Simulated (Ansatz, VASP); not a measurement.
This is a calculation of P for Ansatz 0.2.0.

input.yaml

```yaml
crystal:
  lattice:
    - [1.6477431241, -5.4650377251, 0.0]
    - [1.6477431241, 5.4650377251, 0.0]
    - [0.0, 0.0, 4.54363559]
  atoms:
    - { symbol: P, position: [0.90414313, 0.09585687, 0.58881517] }
    - { symbol: P, position: [0.09585687, 0.90414313, 0.41118483] }
    - { symbol: P, position: [0.59585687, 0.40414313, 0.08881517] }
    - { symbol: P, position: [0.40414313, 0.59585687, 0.91118483] }
hamiltonian:
  xc: pbe
  pseudopotentials: { kind: paw }
kpoints:
  mp_grid: { grid: [8, 8, 6] }
scf:
  occupations: { method: gaussian, width: 0.014 }
output:
  forces: true
  stress: true
  eigenvalues: true
```

Potentials or basis: Ansatz PAW.

The run is started by

```bash
$ ansatz run input.yaml --threads 2 --pin off --max-ram 5632MiB --backend cpu --events-out ev --progress --plain --runs-dir out
```

Task: Translate it to VASP 6.6.1. Potentials there: VASP PAW PBE potentials, release 64 (P).

Result: As run (the cutoff follows the program's own potentials):

Contents of INCAR:

```
SYSTEM = P
PREC = Accurate
ENCUT = 520
EDIFF = 1E-7
ISMEAR = 0
SIGMA = 0.014
LREAL = .False.
LASPH = .True.
NELM = 100
ALGO = Fast
ISIF = 2
LWAVE = .False.
LCHARG = .False.
GGA = PE
NBANDS = 18
```

Contents of KPOINTS:

```
Automatic mesh
0
Gamma
  8 8 6
  0 0 0
```

Contents of POSCAR:

```
P
1.0
    1.6477431241     -5.4650377251      0.0000000000
    1.6477431241      5.4650377251      0.0000000000
    0.0000000000      0.0000000000      4.5436355900
P
4
Direct
    0.9041431300      0.0958568700      0.5888151700
    0.0958568700      0.9041431300      0.4111848300
    0.5958568700      0.4041431300      0.0888151700
    0.4041431300      0.5958568700      0.9111848300
```

Potentials or basis: VASP PAW PBE potentials, release 64 (P).

Command:

```bash
$ cat potpaw_PBE.64/P/POTCAR > POTCAR
$ mpirun -np 1 vasp_std > vasp.out
```

Both were run:

|  | VASP | Ansatz | Ansatz less VASP |
| --- | --- | --- | --- |
| gap on the k mesh at the Fermi level (eV) | 0.11 | 0.10 | -0.015 |
| least direct gap on the mesh (eV) | 0.11 | 0.10 | -0.015 |
| pressure (GPa) | 1.7 | 2.0 | +0.34 |
| largest component of the traceless stress (GPa) | 0.20 | 0.22 | +0.019 |
| rms of the force components (eV/Å) | 0.165 | 0.195 | +0.0291 |

Atom by atom the forces differ by 0.031 eV/Å (rms over components). The functional is the same, so the differences come from potentials, cutoffs and numerics.

A k mesh can miss the band edges. A hybrid or GW would open this gap; PBE tends to underestimate it.
